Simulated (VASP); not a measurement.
# Sn (Fd-3m) in VASP: band structure with LDA

Aim: the band structure of Sn with LDA.

Everything below comes from runs of VASP 6.6.1. Logs are shortened: lines on timing, memory, paths and dates and some standing lists are left out, and cuts for length are marked.

## Step 1: The crystal as given

It takes space group Fd-3m (No. 227, cubic). The conventional cell has a = 6.491 Å, b = 6.491 Å, c = 6.491 Å, α = 90.00°, β = 90.00°, γ = 90.00°. Around Sn (site symmetry -43m) lie 4 Sn at 2.81 Å.

This isn't the form of Sn at room conditions, which is tetragonal (white tin).

## Step 2: Band structure, LDA

INCAR reads:

```
ALGO = Normal
EDIFF = 1E-7
ENCUT = 350
ISIF = 2
ISMEAR = 0
LASPH = True
LCHARG = False
LREAL = False
LWAVE = False
NBANDS = 21
NELM = 60
PREC = Accurate
SIGMA = 0.02
```

KPOINTS reads:

```
k-points
0
Gamma
  4 4 4
```

POSCAR reads:

```
Sn                                      
1.0
    0.0000000000      3.2452771298      3.2452771298
    3.2452771298      0.0000000000      3.2452771298
    3.2452771298      3.2452771298      0.0000000000
  Sn            
     2
Direct
     0.0000000000000000    0.0000000000000000    0.0000000000000000
     0.2500000000000000    0.2500000000000000    0.2500000000000000
```

KPOINTS_OPT reads:

```
path GXWKGLUWLK,UX
20
line-mode
reciprocal
 0.0000000000  0.0000000000  0.0000000000  G
 0.5000000000  0.0000000000  0.5000000000  X

 0.5000000000  0.0000000000  0.5000000000  X
 0.5000000000  0.2500000000  0.7500000000  W

 0.5000000000  0.2500000000  0.7500000000  W
 0.3750000000  0.3750000000  0.7500000000  K

 0.3750000000  0.3750000000  0.7500000000  K
 0.0000000000  0.0000000000  0.0000000000  G

 0.0000000000  0.0000000000  0.0000000000  G
 0.5000000000  0.5000000000  0.5000000000  L

 0.5000000000  0.5000000000  0.5000000000  L
 0.6250000000  0.2500000000  0.6250000000  U

 0.6250000000  0.2500000000  0.6250000000  U
 0.5000000000  0.2500000000  0.7500000000  W

 0.5000000000  0.2500000000  0.7500000000  W
 0.5000000000  0.5000000000  0.5000000000  L

 0.5000000000  0.5000000000  0.5000000000  L
 0.3750000000  0.3750000000  0.7500000000  K

 0.6250000000  0.2500000000  0.6250000000  U
 0.5000000000  0.0000000000  0.5000000000  X
```

Potentials or basis: VASP PAW LDA potentials, release 64 (Sn_d).

Launch:

```
$ cat potpaw_LDA.64/Sn_d/POTCAR > POTCAR
$ mpirun -np 1 vasp_std > vasp.out
```

OUTCAR:

```text
EDIFF = 1E-7
   ENCUT = 350
   ISIF = 2
   ISMEAR = 0
   LASPH = True
   LREAL = False
   NELM = 60
   PREC = Accurate

 ion  position               nearest neighbor table
   1  0.000  0.000  0.000-   2 2.81   2 2.81   2 2.81   2 2.81
   2  0.250  0.250  0.250-   1 2.81   1 2.81   1 2.81   1 2.81

  LATTYP: Found a face centered cubic cell.
 ALAT       =     6.4905542596

  Lattice vectors:

 A1 = (   0.0000000000,   3.2452771298,   3.2452771298)
 A2 = (   3.2452771298,   0.0000000000,   3.2452771298)
 A3 = (   3.2452771298,   3.2452771298,   0.0000000000)

Analysis of symmetry for initial positions (statically):
=====================================================================
 Subroutine PRICEL returns:
 Original cell was already a primitive cell.

 Routine SETGRP: Setting up the symmetry group for a
 face centered cubic supercell.

 Subroutine GETGRP returns: Found 48 space group operations
 (whereof 24 operations were pure point group operations)
 out of a pool of 48 trial point group operations.

The static configuration has the point symmetry T_d .
 The point group associated with its full space group is O_h .

Analysis of symmetry for dynamics (positions and initial velocities):
=====================================================================
 Subroutine PRICEL returns:
 Original cell was already a primitive cell.

 Routine SETGRP: Setting up the symmetry group for a
 face centered cubic supercell.

 Subroutine GETGRP returns: Found 48 space group operations
 (whereof 24 operations were pure point group operations)
 out of a pool of 48 trial point group operations.

The dynamic configuration has the point symmetry T_d .
 The point group associated with its full space group is O_h .

 Subroutine INISYM returns: Found 48 space group operations
 (whereof 24 operations are pure point group operations),
 and found     1 'primitive' translations

----------------------------------------------------------------------------------------

                                     Primitive cell

  volume of cell :      68.3574

  direct lattice vectors                    reciprocal lattice vectors
     0.000000000  3.245277130  3.245277130    -0.154070047  0.154070047  0.154070047
     3.245277130  0.000000000  3.245277130     0.154070047 -0.154070047  0.154070047
     3.245277130  3.245277130  0.000000000     0.154070047  0.154070047 -0.154070047

  length of vectors
     4.589514931  4.589514931  4.589514931     0.266857149  0.266857149  0.266857149

  position of ions in fractional coordinates (direct lattice)
     0.000000000  0.000000000  0.000000000
     0.250000000  0.250000000  0.250000000

  ion indices of the primitive-cell ions
   primitive index   ion index
                 1           1
                 2           2

----------------------------------------------------------------------------------------

 KPOINTS: k-points

Automatic generation of k-mesh.
 Grid dimensions read from file:
 generate k-points for:    4    4    4

 Generating k-lattice:

  Cartesian coordinates                     Fractional coordinates (reciprocal lattice)
    -0.038517512  0.038517512  0.038517512     0.250000000  0.000000000  0.000000000
     0.038517512 -0.038517512  0.038517512     0.000000000  0.250000000  0.000000000
     0.038517512  0.038517512 -0.038517512     0.000000000  0.000000000  0.250000000

  Length of vectors
     0.066714287  0.066714287  0.066714287

  Shift w.r.t. Gamma in fractional coordinates (k-lattice)
     0.000000000  0.000000000  0.000000000

 Subroutine IBZKPT returns following result:
 ===========================================

 Found      8 irreducible k-points:

 Following reciprocal coordinates:
            Coordinates               Weight
  0.000000  0.000000  0.000000      1.000000
  0.250000  0.000000  0.000000      8.000000
  0.500000  0.000000  0.000000      4.000000
  0.250000  0.250000  0.000000      6.000000
  0.500000  0.250000  0.000000     24.000000
 -0.250000  0.250000  0.000000     12.000000
  0.500000  0.500000  0.000000      3.000000
 -0.250000  0.500000  0.250000      6.000000
   k-points           NKPTS =      8   k-points in BZ     NKDIM =      8   number of bands    NBANDS=     21
   number of dos      NEDOS =    301   number of ions     NIONS =      2
   total plane-waves  NPLWV =  21952
   dimension x,y,z NGX =    28 NGY =   28 NGZ =   28
   dimension x,y,z NGXF=    56 NGYF=   56 NGZF=   56
   ions per type =               2
   NGX,Y,Z   is equivalent  to a cutoff of  10.14, 10.14, 10.14 a.u.
   NGXF,Y,Z  is equivalent  to a cutoff of  20.28, 20.28, 20.28 a.u.
 SYSTEM =  unknown system
   PREC   = accura    normal or accurate (medium, high low for compatibility)
   ISTART =      0    job   : 0-new  1-cont  2-samecut
   ICHARG =      2    charge: 1-file 2-atom 10-const
   ISPIN  =      1    spin polarized calculation?
   LNONCOLLINEAR =      F non collinear calculations
   LSORBIT =      F    spin-orbit coupling
   LASPH  =      T    aspherical Exc in radial PAW
   ENCUT  =  350.0 eV  25.72 Ry    5.07 a.u.   7.00  7.00  7.00*2*pi/ulx,y,z
   NELM   =     60;   NELMIN=  2; NELMDL= -5     # of ELM steps
   EDIFF  = 0.1E-06   stopping-criterion for ELM
   LREAL  =      F    real-space projection
   EDIFFG = 0.1E-05   stopping-criterion for IOM
   NSW    =      0    number of steps for IOM
   IBRION =     -1    ionic relax: 0-MD 1-quasi-New 2-CG
   NFREE  =      0    steps in history (QN), initial steepest desc. (CG)
   ISIF   =      2    stress and relaxation
   ISYM   =      2    0-nonsym 1-usesym 2-fastsym
   POTIM  = 0.5000    time-step for ionic-motion
   TEBEG  =    0.0;   TEEND  =   0.0 temperature during run
   PSTRESS=    0.0 pullay stress
   NELECT =      28.0000    total number of electrons
   NUPDOWN=      -1.0000    fix difference up-down
   EMIN   =  10.00;   EMAX   =-10.00  energy-range for DOS
   EFERMI =   0.00;   METHOD = LEGACY
   ISMEAR =     0;   SIGMA  =   0.02  broadening in eV -4-tet -1-fermi 0-gaus
   EFERMI_NEDOS =   21; number of points for ismear=-14 and -15
   IALGO  =     38    algorithm
   IMIX   =      4    mixing-type and parameters
     AMIX     =   0.40;   BMIX     =  1.00
     AMIX_MAG =   1.60;   BMIX_MAG =  1.00
  volume/ion in A,a.u.               =      34.18       230.65
  Fermi-wavevector in a.u.,A,eV,Ry     =   1.215810  2.297548 20.112051  1.478194
  Thomas-Fermi vector in A             =   2.351185
   LORBIT       =      0    0 simple, 1 ext, 2 COOP (PROOUT), +10 PAW based schemes
   GGA     = CA    functional components
   LHFCALC =     F    Hartree Fock is set to
   AEXX    =    0.0000 exact exchange contribution
   IVDW    =     0    specifies the selected vdW correction
   LEPSILON=     F    determine dielectric tensor
   LRPA    =     F    only Hartree local field effects (RPA)
 non-spin polarized calculation
 Gauss-broadening in eV      SIGMA  =   0.02
  energy-cutoff  :      350.00
  volume of cell :       68.36
 maximum number of plane-waves:      1036
   NGX = 13   NGY = 13   NGZ = 13

 number of electron      28.0000027 magnetization

 Free energy of the ion-electron system (eV)
  ---------------------------------------------------
  ext. energy  EPLUGINS =         0.00000000
  ---------------------------------------------------
  free energy    TOTEN  =        -8.74091695 eV

  energy without entropy =       -8.74021172  energy(sigma->0) =       -8.74056433

 E-fermi :   5.2803     XC(G=0):  -9.1789

 val. band max:        5.2802956398   @ k =   0.5000   0.0000   0.0000
 cond. band min:       5.4758562451   @ k =   0.0000   0.0000   0.0000
 fundamental gap:      0.1955606054
 Fermi energy:         5.2802956398

 k-point     1 :       0.0000    0.0000    0.0000
  band No.  band energies     occupation
      1     -16.1996      2.00000
      2     -16.1996      2.00000
      3     -16.1996      2.00000
      4     -16.1389      2.00000
      5     -16.1389      2.00000
      6     -15.8262      2.00000
[... 13 lines left out ...]
     20      13.4137      0.00000
     21      13.4137      0.00000

 k-point     2 :       0.2500    0.0000    0.0000
  band No.  band energies     occupation
      1     -16.2256      2.00000
      2     -16.2256      2.00000
      3     -16.1867      2.00000
      4     -16.0990      2.00000
      5     -16.0990      2.00000
      6     -15.8706      2.00000
[... 13 lines left out ...]
     20      12.2669      0.00000
     21      12.2669      0.00000

 k-point     3 :       0.5000    0.0000    0.0000
  band No.  band energies     occupation
      1     -16.2368      2.00000
      2     -16.2368      2.00000
      3     -16.1723      2.00000
      4     -16.0776      2.00000
      5     -16.0776      2.00000
      6     -15.8868      2.00000
[... 13 lines left out ...]
     20      14.1438      0.00000
     21      14.1516      0.00000

 k-point     4 :       0.2500    0.2500    0.0000
  band No.  band energies     occupation
      1     -16.2278      2.00000
      2     -16.2278      2.00000
      3     -16.2029      2.00000
      4     -16.0910      2.00000
      5     -16.0422      2.00000
      6     -15.9570      2.00000
[... 13 lines left out ...]
     20      13.2374      0.00000
     21      14.1058      0.00000

 k-point     5 :       0.5000    0.2500    0.0000
  band No.  band energies     occupation
      1     -16.2661      2.00000
      2     -16.2460      2.00000
      3     -16.1397      2.00000
      4     -16.0408      2.00000
      5     -16.0126      2.00000
      6     -15.9849      2.00000
[... 13 lines left out ...]
     20      14.4446      0.00000
     21      14.5335      0.00000

 k-point     6 :      -0.2500    0.2500    0.0000
  band No.  band energies     occupation
      1     -16.2597      2.00000
      2     -16.2476      2.00000
      3     -16.1344      2.00000
      4     -16.0750      2.00000
      5     -16.0379      2.00000
      6     -15.9314      2.00000
[... 13 lines left out ...]
     20      12.9433      0.00000
     21      14.7517      0.00000

 k-point     7 :       0.5000    0.5000    0.0000
  band No.  band energies     occupation
      1     -16.2522      2.00000
      2     -16.2522      2.00000
      3     -16.1154      2.00000
      4     -16.1154      2.00000
      5     -15.9763      2.00000
      6     -15.9763      2.00000
[... 13 lines left out ...]
     20      14.5681      0.00000
     21      15.7993      0.00000

 k-point     8 :      -0.2500    0.5000    0.2500
  band No.  band energies     occupation
      1     -16.2698      2.00000
      2     -16.2698      2.00000
      3     -16.0575      2.00000
      4     -16.0575      2.00000
      5     -15.9855      2.00000
      6     -15.9855      2.00000
[... 13 lines left out ...]
     20      14.3894      0.00000
     21      15.6070      0.00000

------------------------ aborting loop because EDIFF is reached ----------------------------------------

  FORCE on cell =-STRESS in cart. coord.  units (eV):
  Direction    XX          YY          ZZ          XY          YZ          ZX
  --------------------------------------------------------------------------------------
  -------------------------------------------------------------------------------------
  Total        0.0028782      0.0028782      0.0028782      0.0000000      0.0000000      0.0000000
  in kB        0.0674603      0.0674603      0.0674603      0.0000000      0.0000000      0.0000000
  external PRESSURE =       0.0674603 kB  Pullay stress =       0.0000000 kB

 VOLUME and BASIS-vectors are now :
 -----------------------------------------------------------------------------
  energy-cutoff  :      350.00
  volume of cell :       68.36
      direct lattice vectors                 reciprocal lattice vectors
     0.000000000  3.245277130  3.245277130    -0.154070047  0.154070047  0.154070047
     3.245277130  0.000000000  3.245277130     0.154070047 -0.154070047  0.154070047
     3.245277130  3.245277130  0.000000000     0.154070047  0.154070047 -0.154070047

 POSITION                                       TOTAL-FORCE (eV/Angst)
 -----------------------------------------------------------------------------------
      0.00000      0.00000      0.00000        -0.000000     -0.000000     -0.000000
      1.62264      1.62264      1.62264         0.000000      0.000000      0.000000
 -----------------------------------------------------------------------------------
    total drift:                                0.000000      0.000000      0.000000

  FREE ENERGIE OF THE ION-ELECTRON SYSTEM (eV)
  ---------------------------------------------------
  free  energy   TOTEN  =        -8.7409169526 eV

  energy  without entropy=       -8.7402117156  energy(sigma->0) =       -8.74056433
```

Wall time 70 s (1 thread of Intel Xeon Platinum 8259CL at 2.50GHz (Skylake/Cascade Lake), shared host); peak memory 0.14 GiB.

Results:

* Free energy: -8.7409 eV
* Pressure: 0.0 GPa
* Band gap along the path: none (metal or under the smearing width)

Levels at the corners of the path, in eV from the Fermi level:
```csv
point,band 10,band 11,band 12,band 13,band 14,band 15,band 16,band 17,band 18,band 19
Γ,-21.10,-10.54,-0.69,0.20,0.20,0.20,2.25,2.25,2.25,4.95
X,-21.03,-7.45,-7.45,-2.36,-2.36,0.86,0.86,7.75,7.75,9.29
X,-21.03,-7.45,-7.45,-2.36,-2.36,0.86,0.86,7.75,7.75,9.29
W,-21.01,-7.39,-7.39,-2.95,-2.95,3.47,3.47,4.09,4.09,9.11
W,-21.01,-7.39,-7.39,-2.95,-2.95,3.47,3.47,4.09,4.09,9.11
K,-21.01,-7.85,-6.96,-3.28,-2.00,1.14,3.41,5.78,6.07,6.82
K,-21.01,-7.85,-6.96,-3.28,-2.00,1.14,3.41,5.78,6.07,6.82
Γ,-21.10,-10.54,-0.69,0.20,0.20,0.20,2.25,2.25,2.25,4.95
Γ,-21.10,-10.54,-0.69,0.20,0.20,0.20,2.25,2.25,2.25,4.95
L,-21.05,-8.92,-6.23,-1.01,-1.01,0.00,3.32,3.32,5.62,8.48
L,-21.05,-8.92,-6.23,-1.01,-1.01,0.00,3.32,3.32,5.62,8.48
U,-21.01,-7.85,-6.96,-3.28,-2.00,1.14,3.41,5.78,6.07,6.82
U,-21.01,-7.85,-6.96,-3.28,-2.00,1.14,3.41,5.78,6.07,6.82
W,-21.01,-7.39,-7.39,-2.95,-2.95,3.47,3.47,4.09,4.09,9.11
W,-21.01,-7.39,-7.39,-2.95,-2.95,3.47,3.47,4.09,4.09,9.11
L,-21.05,-8.92,-6.23,-1.01,-1.01,0.00,3.32,3.32,5.62,8.48
L,-21.05,-8.92,-6.23,-1.01,-1.01,0.00,3.32,3.32,5.62,8.48
K,-21.01,-7.85,-6.96,-3.28,-2.00,1.14,3.41,5.78,6.07,6.82
U,-21.01,-7.85,-6.96,-3.28,-2.00,1.14,3.41,5.78,6.07,6.82
X,-21.03,-7.45,-7.45,-2.36,-2.36,0.86,0.86,7.75,7.75,9.29
```

Caveat: the k mesh is coarse (spacing up to 0.42 Å⁻¹), so the values aren't converged; spin-orbit coupling is left out, which moves the levels of the heavy elements.
